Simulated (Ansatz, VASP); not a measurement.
# BAs in two plane-wave programs

One calculation is typed for both programs; each brings its own data sets and cutoff. How far apart do they land? The cell is taken from a series of VASP runs on this material, whose earlier steps may have relaxed, scaled or displaced it; both programs get it as it stands. Other levels of theory on this material are compared in a session of their own.

Program: Ansatz 0.2.0. Level of theory: plane waves, with VASP 6.6.1 beside it; band structure at r2SCAN, band structure at r2SCAN, spin-orbit coupling and single point at LDA. Results are calculated unless marked as measured.

**1. Set-up**

Symmetry: F-43m, No. 216, cubic system. Conventional cell: a = 4.777 Å, b = 4.777 Å, c = 4.777 Å, α = 90.00°, β = 90.00°, γ = 90.00°. Nearest to As lie 4 B at 2.07 Å. B has 4 As at 2.07 Å nearest. Farther neighbours are not listed.

**2. Ansatz: band structure, r2SCAN**

Ansatz runs on its default PAW (the set named soft_2) files.

The same path points are solved in both programs, so levels can be compared one by one.

File input.yaml:

```yaml
crystal:
  lattice:
    - [0.0, 2.3885, 2.3885]
    - [2.3885, 0.0, 2.3885]
    - [2.3885, 2.3885, 0.0]
  atoms:
    - { symbol: As, position: [0.75, 0.75, 0.75] }
    - { symbol: B, position: [0.0, 0.0, 0.0] }
hamiltonian:
  xc: r2scan
  pseudopotentials: { kind: paw }
kpoints:
  mp_grid: { grid: [8, 8, 8] }
  band_path:
    path:
      - [0.0, 0.0, 0.0]
      - [0.16667, 0.0, 0.16667]
      - [0.33333, 0.0, 0.33333]
      - [0.38889, 0.0, 0.38889]
      - [0.5, 0.0, 0.5]
      - [0.5, 0.08333, 0.58333]
      - [0.5, 0.19444, 0.69444]
      - [0.5, 0.25, 0.75]
      - [0.45833, 0.29167, 0.75]
      - [0.40278, 0.34722, 0.75]
      - [0.375, 0.375, 0.75]
      - [0.20833, 0.20833, 0.41667]
      - [0.08333, 0.08333, 0.16667]
      - [0.0, 0.0, 0.0]
      - [0.22222, 0.22222, 0.22222]
      - [0.38889, 0.38889, 0.38889]
      - [0.51389, 0.47222, 0.51389]
      - [0.55556, 0.38889, 0.55556]
      - [0.61111, 0.27778, 0.61111]
      - [0.61111, 0.25, 0.63889]
      - [0.56944, 0.25, 0.68056]
      - [0.51389, 0.25, 0.73611]
      - [0.5, 0.27778, 0.72222]
      - [0.5, 0.38889, 0.61111]
      - [0.5, 0.47222, 0.52778]
      - [0.48611, 0.48611, 0.52778]
      - [0.43056, 0.43056, 0.63889]
      - [0.38889, 0.38889, 0.72222]
      - [0.59722, 0.19444, 0.59722]
      - [0.55556, 0.11111, 0.55556]
      - [0.5, 0.0, 0.5]
    npoints: 1
scf:
  occupations: { method: gaussian, width: 0.03 }
  n_extra_bands: 7
output:
  forces: true
  stress: true
  eigenvalues: true
```

Started as:

```
> ansatz run input.yaml --threads 2 --pin off --max-ram 4608MiB --backend cpu --events-out ev --progress --plain --runs-dir out
```

Numbers of over 12 decimals in the logs are rounded to 6 here.

Log:

```text
scf.n_extra_bands = 7 over 9 filled bands (N_el = 18.0): the run solves 16 bands
Engine: ansatz 0.2.0, aarch64-unknown-linux-gnu
Pseudopotentials: kind: paw
Pseudopotential: As, paw, valence charge 15, recommended cutoff 500 eV (meta_gga), As.paw.azcp
Pseudopotential: B, paw, valence charge 3, recommended cutoff 500 eV (meta_gga), B.paw.azcp
Functional definition: r2SCAN
  parameter k0 = 0.174
  parameter k1 = 0.065
  parameter a1 = 4.9479
  exchange = r2scan_x(k0 = k0, k1 = k1, a1 = a1)
  correlation = r2scan_c
Crystal: 2 atoms, lattice volume = 27.252 Å³
Basis set: ecut = 500 eV, 701 PW (Γ), exchange–correlation on 100×100×100 points (64 copies of the dense FFT grid, shifted against one another)
Bands: 16, of which v1, the nominal top of the filled ones, is band 9 counted from 1 (8 counted from 0)
Symmetry: 24 space group operations
Space group: F-43m (ITA 216), of the structure as read, at distance tolerance 3.0e-5 Å
k-points: 29 of 512 (time reversal used)
Non-local potential: As, projectors of the file, l = 0: 2, l = 1: 2, l = 2: 3, l = 3: 1
Non-local potential: B, projectors of the file, l = 0: 2, l = 1: 2, l = 2: 1
PAW form: soft (Blöchl's): semilocal exchange-correlation on the pseudo side does not see the compensation charge
PAW frozen core: As, regenerated for the run's functional (the file was generated under x = pbe(κ = 0.804, μ = 0.219515), c = pbe(β = 0.066725))
PAW frozen core: B, regenerated for the run's functional (the file was generated under x = pbe(κ = 0.804, μ = 0.219515), c = pbe(β = 0.066725))
PAW one-centre angular grid: As, 590 points (default); XC on 160 Gauss nodes
PAW one-centre angular grid: B, 302 points (default); XC on 160 Gauss nodes
Initial density: superposition of atomic densities (neutral atoms: chi_scale 0, normalization atom), corrected by the library's trained network
Initial wavefunctions: pseudopotential atomic-orbital guess
Functional: x = r2scan, c = r2scan; τ floored in thin density (d = 2e-4 eV/Å³)
SCF iter   1: F=—  HF=-5021.314723 eV  |F-HF|=—  |Δ(HF+E_count)|=         —  Δρ=5.89e-3  dr2=1.05e-2  dr2_τ=9.55e-2  ethr=1.77e-3  ⟨swp⟩=5.8  Hψ=2558  notcnv=0
preconditioner: auto → none  [insulator: Δε(μ)=1.351 eV  Ē_g=16.605 eV  σ=0.030 eV  W_gap=1.00  n_scr=8 (ndim 8)  ℏωp=20.1 eV  f_vac=0.000  D(μ)=0.00/eV (n_scr^D=0)  ε∞_Penn≈2.5]
SCF iter   2: F=—  HF=-5021.339217 eV  |F-HF|=—  |Δ(HF+E_count)|=   2.45e-2  Δρ=2.45e-3  dr2=8.72e-4  dr2_τ=1.15e-4  ethr=5.82e-5  ⟨swp⟩=2.3  Hψ=1097  notcnv=0  defer=71
SCF iter   3: F=—  HF=-5021.339303 eV  |F-HF|=—  |Δ(HF+E_count)|=   8.57e-5  Δρ=1.32e-3  dr2=2.13e-4  dr2_τ=3.20e-6  ethr=4.84e-6  ⟨swp⟩=2.0  Hψ=651  notcnv=0  defer=71
SCF iter   4: F=—  HF=-5021.339367 eV  |F-HF|=—  |Δ(HF+E_count)|=   6.38e-5  Δρ=1.38e-4  dr2=2.60e-6  dr2_τ=1.31e-7  ethr=1.18e-6  ⟨swp⟩=1.0  Hψ=393  notcnv=0  defer=71
SCF iter   5: F=—  HF=-5021.339366 eV  |F-HF|=—  |Δ(HF+E_count)|=   8.56e-7  Δρ=2.05e-5  dr2=5.27e-8  dr2_τ=2.54e-9  ethr=1.45e-8  ⟨swp⟩=2.0  Hψ=466  notcnv=0  defer=71
SCF iter   6: F=-5021.339366 eV  HF=-5021.339366 eV  |F-HF|=1.97e-9  |Δ(HF+E_count)|=   2.18e-9  Δρ=7.01e-6  dr2=8.16e-9  dr2_τ=2.48e-10  ethr=2.93e-10  ⟨swp⟩=6.5  Hψ=2102  notcnv=0
SCF 1 converged in 6 iterations: F = -5021.339366 eV  dr2 = 8.16e-9
  greatest PAW one-centre occupation: 0.999 electrons in one spin orbital (limit 2), on the As atom at site 0 (counted from 0), in its partial waves of l = 2
NSCF: frozen V_eff on 31 k-points
SCF converged after 6 iterations
Free energy (F): -5021.339366 eV
Harris-Foulkes:  -5021.339366 eV  (|F-HF|=1.97e-9)
Internal energy: -5021.339366 eV  (E = F + TS)
E sigma→0 (E₀):  -5021.339366 eV
Fermi energy:    11.729315 eV
--- Per-component energies (eV) ---
  E_band       = -222.635873
  E_kinetic    = 151.617322
  E_local      = -1694.361963  (includes V_loc(G=0)·N_el)
  E_nonlocal   = -657.623368
  E_hartree    = 941.119931
  E_xc         = -105.677079
  E_vxc        = -125.652781  (∫ρ·V_xc dr)
  E_paw        = -1929.163355  (= ΣΔE_a)
  E_vpaw       = 214.893011  (= ΣTr[D̂ρ^β])
  E_aug_tail   = -0.000007  (compensation charges beyond the density's cutoff)
  E_vtau       = 6.250346  (kinetic-family band-sum trace: ∫τ·v_τ [+ j·A + Jᵃ·Aᵃ] dr)
  E_ewald      = -1725.774997
  E_core_change = -1.475850  (= ΣΔE_core)
  E_smearing   = -0.000000  (= −TS)
  E_closure    = 0.000000  (closes the sum)
  Σ components = -5021.339366   (vs F -5021.339366, Δ=0.00e0)
--- Forces (eV/Å), atoms counted from 1 ---
  atom   1  As    -0.00000000     0.00000000     0.00000000
  atom   2  B     -0.00000000     0.00000000    -0.00000000
  max |Σ_I F_I| component: 4.90e-16 eV/Å
--- Stress (GPa, compression-positive) ---
        0.611453      -0.000000      -0.000000
       -0.000000       0.611453       0.000000
       -0.000000       0.000000       0.611453
  P = ⅓ Tr σ = 0.6115 GPa (6.115 kbar)
--- Band table (eV; the first three rows and the last of 29) ---
  k-point 0: bands = [... 5 lower, -5.1259, 11.0387, 11.0387, 11.0387, 14.4803, 14.4803, 14.4803, 16.1578, ... 3 higher]
  k-point 1: bands = [... 5 lower, -4.8565, 8.9670, 10.5706, 10.5706, 14.7011, 15.0983, 15.0983, 17.4654, ... 3 higher]
  k-point 2: bands = [... 5 lower, -4.0718, 5.8434, 9.8139, 9.8139, 14.3907, 15.9556, 15.9556, 19.5753, ... 3 higher]
  k-point 28: bands = [... 5 lower, -0.4965, 2.4330, 5.3018, 5.6026, 16.7401, 17.5022, 18.2368, 18.4511, ... 3 higher]
```

It took 2.2 s on 2 threads of Arm Neoverse V2, shared host; peak memory 0.35 GiB; 4.2 s of CPU time.

**3. VASP: band structure, r2SCAN**

The same cell, functional, mesh and smearing now go to VASP, with its own data sets and cutoff.

Lines of VASP's logs that name or quote its potential files are left out, and so is its time.

File INCAR:

```
SYSTEM = BAs
PREC = Accurate
ENCUT = 370
EDIFF = 1E-06
NELM = 100
ISMEAR = 0
SIGMA = 0.03
LREAL = .FALSE.
ALGO = Normal
METAGGA = R2SCAN
LASPH = .TRUE.
NBANDS = 16
LORBIT = 11
LWAVE = .FALSE.
LCHARG = .FALSE.
KPAR = 4
```

File POSCAR:

```
BAs
1.0
    0.0000000000      2.3885000000      2.3885000000
    2.3885000000      0.0000000000      2.3885000000
    2.3885000000      2.3885000000      0.0000000000
As B
1 1
Direct
    0.7500000000      0.7500000000      0.7500000000
    0.0000000000      0.0000000000      0.0000000000
```

File KPOINTS:

```
Automatic mesh
0
Gamma
8 8 8
0 0 0
```

File KPOINTS_OPT:

```
Line mode
10
Line-mode
Reciprocal
  0.00000000   0.00000000   0.00000000 GAMMA
  0.50000000   0.00000000   0.50000000 X

  0.50000000   0.00000000   0.50000000 X
  0.50000000   0.25000000   0.75000000 W

  0.50000000   0.25000000   0.75000000 W
  0.37500000   0.37500000   0.75000000 K

  0.37500000   0.37500000   0.75000000 K
  0.00000000   0.00000000   0.00000000 GAMMA

  0.00000000   0.00000000   0.00000000 GAMMA
  0.50000000   0.50000000   0.50000000 L

  0.50000000   0.50000000   0.50000000 L
  0.62500000   0.25000000   0.62500000 U

  0.62500000   0.25000000   0.62500000 U
  0.50000000   0.25000000   0.75000000 W

  0.50000000   0.25000000   0.75000000 W
  0.50000000   0.50000000   0.50000000 L

  0.50000000   0.50000000   0.50000000 L
  0.37500000   0.37500000   0.75000000 K

  0.62500000   0.25000000   0.62500000 U
  0.50000000   0.00000000   0.50000000 X
```

PAW data sets: As and B (PBE family, release 64).

Started as:

```
> mpirun -np 4 vasp_std
```

Log:

```text
[banner, memory and clock lines left out]
running    4 mpi-ranks, on    1 nodes
 distrk:  each k-point on    1 cores,    4 groups
 distr:  one band on    1 cores,    1 groups

 POSCAR found type information on POSCAR AsB
 POSCAR found :  2 types and       2 ions
|                                                                             |
|               ----> ADVICE to this user running VASP <----                  |
|                                                                             |
|     You enforced a specific xc type in the INCAR file but a different       |
|     [... a line on the potential file left out ...]
|     I HOPE YOU KNOW WHAT YOU ARE DOING!                                     |
|                                                                             |

 LDA part: xc-table for (None), standard interpolation
 POSCAR, INCAR and KPOINTS ok, starting setup
 FFT: planning ... GRIDC
 FFT: planning ... GRID_SOFT
 FFT: planning ... GRID
 WAVECAR not read
 entering main loop
       N       E                     dE             d eps       ncg     rms          rms(c)
DAV:   1    -0.440184593427E+01   -0.44018E+01   -0.29306E+03   936   0.344E+02
DAV:   2    -0.234189641976E+02   -0.19017E+02   -0.18266E+02  1296   0.776E+01
DAV:   3    -0.238462669258E+02   -0.42730E+00   -0.42690E+00  1064   0.970E+00
DAV:   4    -0.238468633860E+02   -0.59646E-03   -0.59646E-03  1216   0.444E-01
DAV:   5    -0.238468641243E+02   -0.73832E-06   -0.73833E-06  1096   0.148E-02    0.500E+00
DAV:   6    -0.222863957571E+02    0.15605E+01   -0.80340E-01  1064   0.331E+00    0.278E+00
DAV:   7    -0.222527946099E+02    0.33601E-01   -0.15776E-01  1160   0.151E+00    0.984E-01
DAV:   8    -0.222507602458E+02    0.20344E-02   -0.12747E-02  1112   0.607E-01    0.932E-02
DAV:   9    -0.222509624375E+02   -0.20219E-03   -0.53447E-04  1096   0.108E-01    0.467E-02
DAV:  10    -0.222509967778E+02   -0.34340E-04   -0.31624E-05  1096   0.297E-02    0.125E-02
DAV:  11    -0.222509966335E+02    0.14428E-06   -0.50376E-06  1208   0.122E-02
   1 F= -.22250997E+02 E0= -.22250997E+02  d E =-.191567E-25
 Start KPOINTS_OPT (optional k-point list driver)
k-point batch [1-29\100]
       N       E                     dE             ncg
DAV:   1     0.359674118171E+03   -0.67653E+04      928
DAV:   2    -0.228763373496E+03   -0.58844E+03     1256
DAV:   3    -0.242183552957E+03   -0.13420E+02     1096
DAV:   4    -0.242203392301E+03   -0.19839E-01     1264
DAV:   5    -0.242203419139E+03   -0.26838E-04     1080
DAV:   6    -0.242203419196E+03   -0.56903E-07     1064
[...]
k-point batch [88-100\100]
       N       E                     dE             ncg
DAV:   1     0.432026591428E+04   -0.38165E+04      416
DAV:   2     0.406413796295E+04   -0.25613E+03      552
DAV:   3     0.405907633969E+04   -0.50616E+01      512
DAV:   4     0.405906837278E+04   -0.79669E-02      528
DAV:   5     0.405906835983E+04   -0.12953E-04      528
DAV:   6     0.405906835979E+04   -0.32474E-07      456
```

From OUTCAR (step 3):

```text
ion  position               nearest neighbor table
   1  0.750  0.750  0.750-   2 2.07   2 2.07   2 2.07   2 2.07
   2  0.000  0.000  0.000-   1 2.07   1 2.07   1 2.07   1 2.07

  LATTYP: Found a face centered cubic cell.
 ALAT       =     4.7770000000

 Subroutine GETGRP returns: Found 24 space group operations
 (whereof 24 operations were pure point group operations)

The static configuration has the point symmetry T_d .

 Found     29 irreducible k-points:

   k-points           NKPTS =     29   k-points in BZ     NKDIM =     29   number of bands    NBANDS=     16

   dimension x,y,z NGX =    24 NGY =   24 NGZ =   24
   dimension x,y,z NGXF=    48 NGYF=   48 NGZF=   48

   ENCUT  =  370.0 eV  27.19 Ry    5.21 a.u.   5.30  5.30  5.30*2*pi/ulx,y,z

   NELECT =       8.0000    total number of electrons

 k-points in reciprocal lattice and weights: Automatic mesh
   0.00000000  0.00000000  0.00000000       0.002
   0.12500000  0.00000000  0.00000000       0.016
   0.25000000  0.00000000  0.00000000       0.016
   0.37500000  0.00000000  0.00000000       0.016
   0.50000000  0.00000000  0.00000000       0.008
   0.12500000  0.12500000  0.00000000       0.012
   0.25000000  0.12500000  0.00000000       0.047
   0.37500000  0.12500000  0.00000000       0.047
   0.50000000  0.12500000  0.00000000       0.047
[...]
-0.37500000  0.50000000  0.12500000       0.023
  -0.25000000  0.50000000  0.25000000       0.012

 average (electrostatic) potential at core
       1 -53.3175       2 -28.1598

 E-fermi :   6.2367

 k-point     1 :       0.0000    0.0000    0.0000
  band No.  band energies     occupation
      1     -10.1341      2.00000
      2       6.0245      2.00000
      3       6.0245      2.00000
      4       6.0245      2.00000
      5       9.4694      0.00000
      6       9.4694      0.00000
      7       9.4694      0.00000
      8      11.1773      0.00000
      9      16.4034      0.00000
    ...

 k-point     2 :       0.1250    0.0000    0.0000
  band No.  band energies     occupation
      1      -9.8651      2.00000
      2       3.9558      2.00000
      3       5.5572      2.00000
      4       5.5572      2.00000
      5       9.6915      0.00000
      6      10.0854      0.00000
      7      10.0854      0.00000
      8      12.4746      0.00000
      9      17.3665      0.00000
    ...

 k-point     3 :       0.2500    0.0000    0.0000
  band No.  band energies     occupation
      1      -9.0816      2.00000
      2       0.8312      2.00000
      3       4.8013      2.00000
      4       4.8013      2.00000
      5       9.3842      0.00000
      6      10.9386      0.00000
      7      10.9386      0.00000
      8      14.5668      0.00000
      9      17.7997      0.00000
    ...

  Total        0.1388041      0.1388041      0.1388041     -0.0000000     -0.0000000     -0.0000000
  in kB        8.1603165      8.1603165      8.1603165     -0.0000000     -0.0000000     -0.0000000
  external PRESSURE =       8.1603165 kB  Pullay stress =       0.0000000 kB

  energy-cutoff  :      370.00
  volume of cell :       27.25
      direct lattice vectors                 reciprocal lattice vectors
     0.000000000  2.388500000  2.388500000    -0.209336404  0.209336404  0.209336404
     2.388500000  0.000000000  2.388500000     0.209336404 -0.209336404  0.209336404
     2.388500000  2.388500000  0.000000000     0.209336404  0.209336404 -0.209336404

 POSITION                                       TOTAL-FORCE (eV/Angst)
 -----------------------------------------------------------------------------------
      3.58275      3.58275      3.58275         0.000000      0.000000      0.000000
      0.00000      0.00000      0.00000        -0.000000     -0.000000     -0.000000
 -----------------------------------------------------------------------------------
    total drift:                               -0.000000     -0.000000     -0.000000

  FREE ENERGIE OF THE ION-ELECTRON SYSTEM (eV)
  ---------------------------------------------------
  free  energy   TOTEN  =       -22.2509966335 eV

  energy  without entropy=      -22.2509966335  energy(sigma->0) =      -22.25099663

 total charge
# of ion       s       p       d       tot
------------------------------------------
    1        1.172   1.697   0.092   2.961
    2        0.670   1.166   0.000   1.836
--------------------------------------------------
tot          1.842   2.863   0.092   4.797

[... 3 further parts left out ...]
```

The run ends at a pressure of 0.82 GPa.

**4. Differences**

Known differences besides the potentials themselves: VASP keeps PBE cores, Ansatz makes them for the functional; the data sets hold 18 valence electrons in Ansatz (default PAW (the set named soft_2) files) and 8 in VASP; the cutoff is 500 eV in Ansatz and 370 eV in VASP. Total energies have different zeros and are not compared.

Compared:

```csv
quantity,Ansatz,VASP,difference
pressure (GPa),0.61,0.82,-0.20
gap over the path points (eV),1.371,1.371,0.000
```

Levels at points of the path, from each program's valence-band top (eV; 3 filled, then empty):

```csv
k (reciprocal lattice),Ansatz,VASP
0.000 0.000 0.000,0.00 0.00 0.00 3.44 3.44 3.44,0.00 0.00 0.00 3.44 3.44 3.44
0.167 0.000 0.167,-2.41 -1.82 -1.82 2.45 5.97 5.97,-2.41 -1.81 -1.81 2.45 5.97 5.97
0.333 0.000 0.333,-6.29 -3.66 -3.66 1.47 3.43 9.76,-6.29 -3.66 -3.66 1.47 3.43 9.73
0.389 0.000 0.389,-7.52 -4.02 -4.02 1.37 2.65 10.91,-7.52 -4.02 -4.02 1.37 2.65 10.88
0.500 0.000 0.500,-9.06 -4.31 -4.31 1.61 1.70 12.19,-9.06 -4.31 -4.31 1.61 1.69 12.16
0.500 0.083 0.583,-8.97 -4.70 -4.64 2.34 2.46 11.30,-8.97 -4.70 -4.64 2.34 2.46 11.27
0.500 0.194 0.694,-8.67 -5.58 -5.33 4.75 5.11 8.44,-8.67 -5.58 -5.33 4.75 5.10 8.42
0.500 0.250 0.750,-8.61 -5.74 -5.44 5.70 6.46 7.20,-8.61 -5.74 -5.44 5.68 6.46 7.18
0.458 0.292 0.750,-8.61 -5.95 -4.94 4.49 6.16 7.98,-8.61 -5.95 -4.94 4.49 6.15 7.97
0.403 0.347 0.750,-8.66 -6.18 -3.89 2.59 6.00 9.43,-8.66 -6.18 -3.89 2.59 5.99 9.41
```

Among the levels compared at these points, filled levels agree within 5 meV and empty ones within 34 meV.

[end of part 1 of 2]

[Lines on the potential files, build, host, timing and source positions are cut from VASP's logs without a mark.]

[Logs are printed without paths, hosts, clocks, repeated set-up lines and the standing remarks that a program may print on its own settings, such as how far it seeks lower states.]

[Hosts, paths, dates, database ids (printed as entryN), source tags and the programs' standing remarks are cut or masked in the printed files.]
